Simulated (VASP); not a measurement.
Wanted: the native input for a VASP 6.6.1 run.

```
Task                   : single point
Functional             : PBE
Potentials or basis    : VASP PAW PBE potentials, release 64 (K_sv, Mg, F)
Cutoff                 : 520 eV
k mesh                 : 6 × 6 × 6
Occupations            : gaussian, width 0.05 eV
Spin                   : no spin polarisation
Dipole correction      : no
Further INCAR settings : ALGO = Fast; EDIFF = 1e-06; NBANDS = 24
```

The structure of KMgF3 lies in POSCAR:

```
KMgF3
1.0
    3.9261115000      0.0000000000      0.0000000000
    0.0000000000      3.9261115000      0.0000000000
    0.0000000000      0.0000000000      3.8663230000
K Mg F
1 1 3
Direct
    0.5000000000      0.5000000000      0.5000000000
    0.0000000000      0.0000000000      0.0000000000
    0.5000000000      0.0000000000      0.0000000000
    0.0000000000      0.5000000000      0.0000000000
    0.0000000000      0.0000000000      0.5000000000
```

The cell isn't the ideal one: strain -0.015 along x and y, -0.030 along z, atoms carried along.

The input as run:

INCAR

```
PREC = Accurate
ENCUT = 520
EDIFF = 1E-6
ISMEAR = 0
SIGMA = 0.05
LREAL = False
LASPH = True
NELM = 100
ALGO = Fast
ISIF = 2
LWAVE = False
LCHARG = True
GGA = PE
LELF = True
LVHAR = True
NBANDS = 24
```

KPOINTS

```
Automatic mesh
0
Gamma
  6 6 6
```

Potentials or basis: VASP PAW PBE potentials, release 64 (K_sv, Mg, F).

Command:

```console
$ cat potpaw_PBE.64/K_sv/POTCAR potpaw_PBE.64/Mg/POTCAR potpaw_PBE.64/F/POTCAR > POTCAR
$ mpirun -np 1 vasp_std > vasp.out
```

Results of the run:

```
Pressure               : 9.1 GPa
Band gap on the k mesh : 7.78 eV, indirect (least direct gap 8.10 eV)
```

It took 70 s on 1 thread of Intel(R) Xeon(R) Platinum 8488C (Sapphire Rapids) (shared host), peak memory 0.19 GiB.
